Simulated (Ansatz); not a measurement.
KF (CsCl type) (r2SCAN geometry), in Ansatz:

```cif
data_structure
_symmetry_space_group_name_H-M 'P 1'
_symmetry_Int_Tables_number 1
_cell_length_a 3.1789
_cell_length_b 3.1789
_cell_length_c 3.1789
_cell_angle_alpha 90.000
_cell_angle_beta 90.000
_cell_angle_gamma 90.000
_cell_volume 32.12
loop_
_atom_site_label
_atom_site_type_symbol
_atom_site_fract_x
_atom_site_fract_y
_atom_site_fract_z
_atom_site_occupancy
K1 K 0.00000 0.00000 0.00000 1
F1 F 0.50000 0.50000 0.50000 1
```

G0W0@r2SCAN with 176 empty bands, a screening cutoff of 180 eV and a 6×6×6 mesh (PAW, contour deformation) gives 10.722 eV over the mesh points, from an r2SCAN gap of 7.724 eV; it sums over 184 bands with 179 plane waves in the screening and a wave cutoff of 500 eV. G0W0 values are finite-basis, finite-mesh values. The cell comes from a prototype generator: it can be a known phase or a hypothetical one. Spin polarisation is off.

Q: Estimate the gap with empty bands 72, screening cutoff 100 eV.

A: 10.570 eV (-0.152 eV), from a Kohn-Sham gap of 7.724 eV.

Q: Estimate the gap with starting point PBE, with them a wave cutoff of 420 eV.

A: 10.311 eV (-0.411 eV), from a Kohn-Sham gap of 6.817 eV.
